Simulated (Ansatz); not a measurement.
KTaO3, cubic perovskite, relaxed with r2SCAN in the plane-wave code Ansatz: space group Pm-3m (No. 221), cubic; a = 3.990 Å in the conventional setting, 12.71 Å³ an atom. K has 12 O at 2.82 Å; Ta has 6 O at 2.00 Å; O has 2 Ta at 2.00 Å and 4 K at 2.82 Å. It was then strained (uniaxial along z, other directions held), atoms relaxed again within the symmetry left. Unstrained, HSE06 gives 3.565 eV (R → Γ, 4×4×4 mesh), and the band edges keep their places in every row. Only one sign of strain is shown, since it lowers the symmetry, and equivalent edge states can then move with another slope on the other side. Stress is positive in compression. No spin polarisation and no zero-point or thermal motion.

Axes as in this cell:
```
CELL_PARAMETERS angstrom
3.99013 0.00000 0.00000
0.00000 3.99013 0.00000
0.00000 0.00000 3.99013
ATOMIC_POSITIONS crystal
K 0.00000 0.00000 0.00000
Ta 0.50000 0.50000 0.50000
O 0.50000 0.50000 0.00000
O 0.50000 0.00000 0.50000
O 0.00000 0.50000 0.50000
```

```csv
strain (%),ε,"ΔE_g, HSE06 (eV)","Δσ_zz, r2SCAN (GPa)","Δ(mean ε∞, r2SCAN)"
+1.0,+0.0100,-0.040,-4.38,+0.02
+2.0,+0.0200,-0.080,-8.31,+0.04
+4.0,+0.0400,-0.164,-14.98,+0.08
```

(1) Fit ΔE_g = a x + b x² to these rows by least squares, with x = ε.

(2) Fit the change of σ_zz in the same way.

(3) Predict the withheld row at +3.0 % (x = +0.0300).

(4) Fit the last column too (unstrained value 4.91), and predict it for the withheld row.

Results:

(1) The normal equations take Σx² = 2.100e-03, Σx³ = 7.300e-05, Σx⁴ = 2.730e-06, ΣxΔE = -8.560e-03 and Σx²ΔE = -2.984e-04, and give a = -3.92 eV, b = -4.4 eV; the largest residual is 0.000 eV.

(2) Δσ_zz = -457.5 x + (2076) x² GPa. The slope, 457 GPa, is C₁₁ in these axes.

(3) ΔE_g ≈ -3.92 × (+0.0300) + (-4.4) × (+0.0300)² = -0.122 eV, and Δσ_zz ≈ -11.86 GPa. The runs give -0.122 eV and -11.84 GPa, off by 0.000 eV and +0.02 GPa.

(4) Δ = +2.00 x + (0.0) x², which gives +0.06 at x = +0.0300; the run gives +0.06.

Spin-orbit coupling is left out, which matters wherever the heavy atoms make up the band edges.

For a response run the program warns that the ground state's bands aren't all converged, so ε∞ carries an extra error.
